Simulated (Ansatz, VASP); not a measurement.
# In2GaAs3 in two plane-wave programs, part 2 of 2

Wanted: the spread between two codes on one cell, functional and k mesh. The cell is taken from a series of runs on this material, whose earlier steps may have relaxed, scaled, displaced or heated it; both programs get it as it stands.

VASP 6.6.1 and Ansatz 0.2.0.

So far. Step 2 (VASP: single point, HSE06): The run ends at a pressure of 0.44 GPa, with forces up to 0.021 eV/Å.

## 3. Ansatz: single point, HSE06

Level of this step: Ansatz beside VASP: Kohn-Sham DFT, plane waves, HSE06 (Ansatz).

Ansatz runs on its PAW soft_1 files.

The same cell, functional, mesh and smearing now go to Ansatz, which takes its cutoff from its data sets.

Contents of input.yaml:

```yaml
crystal:
  lattice:
    - [4.2022459597, 0.0, 0.0]
    - [0.0, 4.2026457849, 0.0]
    - [0.0, 0.0, 17.877233196]
  atoms:
    - { symbol: In, position: [0.0, 0.0, 0.0405601632] }
    - { symbol: As, position: [0.5, 0.0, 0.1277665925] }
    - { symbol: In, position: [0.5, 0.5, 0.2150350683] }
    - { symbol: As, position: [0.0, 0.5, 0.3023294657] }
    - { symbol: In, position: [0.0, 0.0, 0.3896129204] }
    - { symbol: As, position: [0.5, 0.0, 0.4768925466] }
    - { symbol: In, position: [0.5, 0.5, 0.564086313] }
    - { symbol: As, position: [0.0, 0.5, 0.6519363093] }
    - { symbol: Ga, position: [0.0, 0.0, 0.7268146809] }
    - { symbol: As, position: [0.5, 0.0, 0.80232096] }
    - { symbol: Ga, position: [0.5, 0.5, 0.8778220836] }
    - { symbol: As, position: [0.0, 0.5, 0.9527137659] }
kpoints:
  mp_grid: { grid: [4, 4, 2] }
hamiltonian:
  xc: hse06
  pseudopotentials: { kind: paw, azcp: { folder: soft_1 } }
scf:
  occupations: { method: fermi_dirac, width: 0.03 }
  n_extra_bands: 8
output:
  eigenvalues: true
  write_density: true
  write_potential: true
  elf: true
  volumetric_format: npy
```

Command:

```bash
ansatz run input.yaml --threads 3 --pin off --max-ram 92160MiB --backend cuda --events-out ev --progress --plain --runs-dir out --devices 1 --max-vram 13GiB
```

Numbers of over 12 decimals in the logs are rounded to 6 here.

Output:

```text
scf.n_extra_bands = 8 over 84 filled bands (N_el = 168.0): the run solves 92 bands
GPUs: using 1 of 1 available (devices: 1).
Engine: ansatz 0.2.0, x86_64-unknown-linux-gnu
Pseudopotentials: kind: paw
Pseudopotential: In, paw, valence charge 13, recommended cutoff 420 eV (normal), soft_1/In.paw.azcp
Pseudopotential: As, paw, valence charge 15, recommended cutoff 420 eV (normal), soft_1/As.paw.azcp
Pseudopotential: Ga, paw, valence charge 13, recommended cutoff 420 eV (normal), soft_1/Ga.paw.azcp
Functional definition: HSE06
  parameter a = 0.25
  parameter omega = 0.11/bohr
  exchange = pbe_x - a*pbe_x_sr(omega) + a*exact_x_sr(omega)
  correlation = pbe_c
device memory: the entry about to start is reckoned to put 4.8 GiB on a device that reports 53.0 GiB free (of which the cap on the GPU budget leaves the run 13.0 GiB)
GPU FFT provider: cuFFT
GPU libraries: cuBLAS 13.8.2, cuFFT 12.4.0, cuSOLVER 12.3.4
Crystal: 12 atoms, lattice volume = 315.722 Å³
Basis set: ecut = 420 eV, 6087 PW (Γ)
Bands: 92, of which v1, the nominal top of the filled ones, is band 84 counted from 1 (83 counted from 0)
Symmetry: 4 space group operations
Space group: Pmm2 (ITA 25), of the structure as read, at distance tolerance 6.8e-5 Å
k-points: 18 of 32
Non-local potential: In, projectors of the file, l = 0: 2, l = 1: 2, l = 2: 2, l = 3: 1
Non-local potential: As, projectors of the file, l = 0: 2, l = 1: 2, l = 2: 3, l = 3: 1
Non-local potential: Ga, projectors of the file, l = 0: 2, l = 1: 2, l = 2: 3, l = 3: 1
PAW form: soft (Blöchl's): semilocal exchange-correlation on the pseudo side does not see the compensation charge
PAW frozen core: In, regenerated for the run's functional, and the local potential with it (the file was generated under x = pbe(κ = 0.804, μ = 0.219515), c = pbe(β = 0.066725))
PAW frozen core: As, regenerated for the run's functional, and the local potential with it (the file was generated under x = pbe(κ = 0.804, μ = 0.219515), c = pbe(β = 0.066725))
PAW frozen core: Ga, regenerated for the run's functional, and the local potential with it (the file was generated under x = pbe(κ = 0.804, μ = 0.219515), c = pbe(β = 0.066725))
PAW one-centre angular grid: In, 590 points (default); XC on 64 Gauss nodes
PAW one-centre angular grid: As, 590 points (default); XC on 64 Gauss nodes
PAW one-centre angular grid: Ga, 590 points (default); XC on 64 Gauss nodes
Initial density: superposition of atomic densities (chi_scale 0.1, normalization cell, long waves kept (reshape's long-wave potential 0.35 eV rms))
Initial wavefunctions: pseudopotential atomic-orbital guess
GPU buffer pool allocated for 108000 grid points (all kernels)
GPU transforms: local potential and band sums: pruned to the plane-wave sphere, on 30×30×120
Functional: x = pbe(κ = 0.804, μ = 0.219515), c = pbe(β = 0.066725), warm-up for x = pbe(κ = 0.804, μ = 0.219515) + 0.25 (exact − pbe) at short range (hse, ω = 0.207870 Å⁻¹), c = pbe(β = 0.066725); HSE06 as pw.x's `hse` composes it (authors' and Libxc's form: `xc: wpbeh`)
SCF iter   1: F=—  HF=-59097.239370 eV  |F-HF|=—  |Δ(HF+E_count)|=         —  Δρ=3.37e-2  dr2=3.33e0  ethr=1.00e-1  ⟨swp⟩=4.8  Hψ=4313  notcnv=0
preconditioner: auto → none  [insulator: Δε(μ)=0.836 eV  Ē_g=12.940 eV  σ=0.030 eV  W_gap=0.52  n_scr=84 (ndim 8)  ℏωp=21.7 eV  f_vac=0.008  D(μ)=1.15/eV (n_scr^D=4)]
SCF iter   2: F=—  HF=-59097.421796 eV  |F-HF|=—  |Δ(HF+E_count)|=   1.82e-1  Δρ=1.59e-2  dr2=8.11e-1  ethr=1.98e-3  ⟨swp⟩=7.7  Hψ=4736  notcnv=0  defer=30
SCF iter   3: F=—  HF=-59097.923733 eV  |F-HF|=—  |Δ(HF+E_count)|=   5.02e-1  Δρ=8.86e-3  dr2=5.99e0  ethr=4.82e-4  ⟨swp⟩=8.7  Hψ=4680  notcnv=0  defer=13  recentre
iter 4 solved again at ethr=4.65e-5 eV; its pass at ethr=4.82e-4 eV (dr2=7.81e-2 eV) is discarded
SCF iter   4: F=—  HF=-59097.334959 eV  |F-HF|=—  |Δ(HF+E_count)|=   5.89e-1  Δρ=1.76e-3  dr2=8.01e-2  ethr=4.65e-5  ⟨swp⟩=4.8  Hψ=8032  notcnv=0  defer=9
SCF iter   5: F=—  HF=-59097.327546 eV  |F-HF|=—  |Δ(HF+E_count)|=   7.41e-3  Δρ=9.61e-4  dr2=7.22e-3  ethr=4.65e-5  ⟨swp⟩=7.0  Hψ=4018  notcnv=0  defer=21
SCF iter   6: F=—  HF=-59097.326850 eV  |F-HF|=—  |Δ(HF+E_count)|=   6.96e-4  Δρ=5.96e-4  dr2=1.58e-3  ethr=4.30e-6  ⟨swp⟩=6.6  Hψ=4167  notcnv=0  defer=11
SCF iter   7: F=—  HF=-59097.327692 eV  |F-HF|=—  |Δ(HF+E_count)|=   8.43e-4  Δρ=3.92e-4  dr2=7.07e-3  ethr=9.43e-7  ⟨swp⟩=7.9  Hψ=4185  notcnv=0  defer=19  recentre
SCF iter   8: F=—  HF=-59097.327026 eV  |F-HF|=—  |Δ(HF+E_count)|=   6.67e-4  Δρ=2.28e-4  dr2=1.70e-4  ethr=9.43e-7  ⟨swp⟩=7.3  Hψ=3940  notcnv=0  defer=18
SCF iter   9: F=—  HF=-59097.327051 eV  |F-HF|=—  |Δ(HF+E_count)|=   2.52e-5  Δρ=5.44e-5  dr2=8.16e-6  ethr=1.01e-7  ⟨swp⟩=4.5  Hψ=3611  notcnv=0  defer=3
[...]
Frozen-core exchange: fock
[...]
eigensolver tolerance schedule calibrated: the retry pair's looser diagonalisation under-reported the residual by θ = 0.40 (0.12/decade); ethr = c·dr2/N_el runs at the constant in force after the calibration composes with the one it found (an armed cap, an earlier calibration), c = 7.5e-2
preconditioner: auto → none  [insulator: Δε(μ)=0.474 eV  Ē_g=14.919 eV  σ=0.030 eV  W_gap=1.00  n_scr=84 (ndim 8)  ℏωp=21.7 eV  f_vac=0.095  D(μ)=0.00/eV (n_scr^D=0)]
[...]
SCF iter   7: F=—  HF=-59121.718564 eV  |F-HF|=—  |Δ(HF+E_count)|=   1.67e-4  Δρ=5.89e-5  dr2=2.23e-4  ethr=6.62e-7  ⟨swp⟩=6.6  Hψ=3940  notcnv=0  defer=6
SCF iter   8: F=—  HF=-59121.719963 eV  |F-HF|=—  |Δ(HF+E_count)|=   1.40e-3  Δρ=1.82e-4  dr2=9.71e-5  ethr=2.09e-8  ⟨swp⟩=5.3  Hψ=6213  notcnv=0
SCF iter   9: F=-59121.719929 eV  HF=-59121.719932 eV  |F-HF|=2.56e-6  |Δ(HF+E_count)|=   3.10e-5  Δρ=3.31e-5  dr2=8.95e-6  ethr=2.09e-8  ⟨swp⟩=4.0  Hψ=4062  notcnv=0
SCF 2 stopped early in 9 iterations: F = -59121.719929 eV  dr2 = 8.95e-6
hybrid outer 1: dexx = +7.219e-2 eV, tail = 3.37e-4 eV
GPU FFT provider: cuFFT
GPU libraries: cuBLAS 13.8.2, cuFFT 12.4.0, cuSOLVER 12.3.4
GPU buffer pool allocated for 108000 grid points (all kernels)
GPU transforms: local potential and band sums: pruned to the plane-wave sphere, on 30×30×120
Exchange kernel: α = 0.2500, screened, ω = 0.2079 Å⁻¹, Wigner–Seitz truncation, v(0) = 1041.4190 eV·Å³, q-mesh 4×4×2, nearest image of the exchange supercell L = 16.81 Å, pair-density grid 20×20×80, without the augmentation charges, whose exchange is taken in its separable form by FFT convolution over the k-point mesh (sized by the pseudopotential files, 30×30×120 at the most), smooth part of the exact exchange by density-matrix convolution in up to 8.91 GiB of GPU memory as planned if the GPU has room (build and FFT work areas not counted)
Frozen-core exchange: fock
SCF iter   1: F=—  HF=-59121.720970 eV  |F-HF|=—  |Δ(HF+E_count)|=         —  Δρ=6.51e-5  dr2=1.28e-5  ethr=1.00e-6  ⟨swp⟩=7.2  Hψ=3822  notcnv=0
preconditioner: auto → none  [insulator: Δε(μ)=0.598 eV  Ē_g=14.862 eV  σ=0.030 eV  W_gap=1.00  n_scr=84 (ndim 8)  ℏωp=21.7 eV  f_vac=0.095  D(μ)=0.00/eV (n_scr^D=0)]
SCF iter   2: F=—  HF=-59121.720979 eV  |F-HF|=—  |Δ(HF+E_count)|=   8.72e-6  Δρ=3.48e-5  dr2=9.44e-6  ethr=6.89e-9  ⟨swp⟩=4.7  Hψ=5786  notcnv=0
SCF iter   3: F=—  HF=-59121.720979 eV  |F-HF|=—  |Δ(HF+E_count)|=   2.92e-7  Δρ=2.39e-5  dr2=8.15e-6  ethr=4.87e-9  ⟨swp⟩=4.3  Hψ=3493  notcnv=0
iter 4 solved again at ethr=3.21e-10 eV; its pass at ethr=4.11e-9 eV (dr2=5.40e-7 eV) is discarded
SCF iter   4: F=—  HF=-59121.720978 eV  |F-HF|=—  |Δ(HF+E_count)|=   9.32e-7  Δρ=1.28e-5  dr2=1.76e-6  ethr=3.21e-10  ⟨swp⟩=4.4  Hψ=6857  notcnv=0
SCF iter   5: F=—  HF=-59121.720986 eV  |F-HF|=—  |Δ(HF+E_count)|=   8.27e-6  Δρ=1.47e-5  dr2=8.06e-7  ethr=3.02e-10  ⟨swp⟩=6.1  Hψ=5740  notcnv=0
SCF iter   6: F=-59121.720986 eV  HF=-59121.720986 eV  |F-HF|=2.66e-8  |Δ(HF+E_count)|=   2.38e-7  Δρ=2.78e-6  dr2=6.49e-8  ethr=3.02e-10  ⟨swp⟩=4.0  Hψ=3597  notcnv=0
SCF 3 converged in 6 iterations: F = -59121.720986 eV  dr2 = 6.49e-8
hybrid outer 2: dexx = +9.569e-6 eV, tail = 3.76e-7 eV, Δε = 3.98e-3 eV (about 1.79e-4 eV left of the loop's levels)
hybrid SCF converged: 2 outer / 15 inner (+17 warm-up), last move |dexx| = 9.57e-6 eV, tail = 3.76e-7 eV
Stability not checked: this state was not tested for a lower state beside it, because the functional holds exact exchange (a hybrid, or Hartree-Fock), whose exchange loop this test does not read (fock_operator; see scf.lower_state_search)
Free energy (F): -59121.720986 eV
Frozen-core exchange: fock
Harris-Foulkes:  -59121.720986 eV  (|F-HF|=2.66e-8)
Internal energy: -59121.720983 eV  (E = F + TS)
E sigma→0 (E₀):  -59121.720985 eV
Entropy (-TS):   -0.000003 eV (-0.000 meV/atom)
Fermi energy:    7.534478 eV
--- Per-component energies (eV) ---
  E_band       = -2347.535514
  E_kinetic    = 1679.975812
  E_local      = -21822.589335  (includes V_loc(G=0)·N_el)
  E_nonlocal   = -1248.989575
  E_hartree    = 11497.645965
  E_xc         = -899.786890
  E_vxc        = -730.436404  (∫ρ·V_xc dr)
  E_exx        = -592.915141  (= α·E_x^exact, valence–valence)
  E_paw        = -32553.485866  (= ΣΔE_a)
  E_vpaw       = -2034.968645  (= ΣTr[D̂ρ^β])
  E_aug_tail   = 0.000220  (compensation charges beyond the density's cutoff)
  E_ewald      = -15179.284165
  E_core_change = -2.292008  (= ΣΔE_core)
  E_smearing   = -0.000003  (= −TS)
  E_closure    = 0.000000  (closes the sum)
  Σ components = -59121.720986   (vs F -59121.720986, Δ=0.00e0)
--- Band table (eV; the first three rows and the last of 18) ---
  k-point 0: bands = [... 80 lower, 6.3873, 7.1596, 7.2230, 7.2236, 7.8231, 9.0896, 9.1089, 9.6554, ... 4 higher]
  k-point 1: bands = [... 80 lower, 6.8214, 6.8221, 7.0254, 7.0262, 8.8482, 8.9583, 9.1916, 9.2447, ... 4 higher]
  k-point 2: bands = [... 80 lower, 6.4010, 6.4527, 6.4922, 6.9767, 9.1390, 9.2479, 9.7269, 9.7936, ... 4 higher]
  k-point 17: bands = [... 80 lower, 4.4597, 4.4698, 4.4762, 4.4763, 9.7206, 9.7384, 9.8280, 9.8495, ... 4 higher]
```

## 4. Differences

Known differences besides the potentials themselves: exact exchange at q = 0 is treated differently, which shows on coarse meshes; VASP keeps PBE cores, Ansatz makes them for the functional; the data sets hold 168 valence electrons in Ansatz (on its PAW soft_1 files) and 108 in VASP; the cutoff is 420 eV in Ansatz and 400 eV in VASP; VASP takes a coarser grid for exact exchange (PRECFOCK = Fast). Total energies have different zeros and are not compared.

Compared:

```
              quantity  Ansatz   VASP  difference
gap on the k mesh (eV)   0.599  0.597      +0.002
```

A gap on the mesh is an upper bound, since the band edges may lie between its points.

## 5. Outcome

| Property | Result |
| --- | --- |
| difference in gap on the k mesh (single point, HSE06) | 0.0023 eV |

What this shows: The difference in gap on the k mesh is 0.0023 eV (single point, HSE06), within the 0.08 eV picked in this series as the mark of a large difference. The data sets hold unlike numbers of valence electrons (168 in Ansatz and 108 in VASP), so part of the differences comes from the potentials. How closely two codes agree says nothing of how well the functional describes the real material.

[Lines on the potential files, build, host, timing and source positions are cut from VASP's logs without a mark.]

[Logs are printed without paths, hosts, clocks, repeated set-up lines and the standing remarks that a program may print on its own settings, such as how far it seeks lower states.]

[Hosts, paths, dates, database ids (printed as entryN), source tags and the programs' standing remarks are cut or masked in the printed files.]
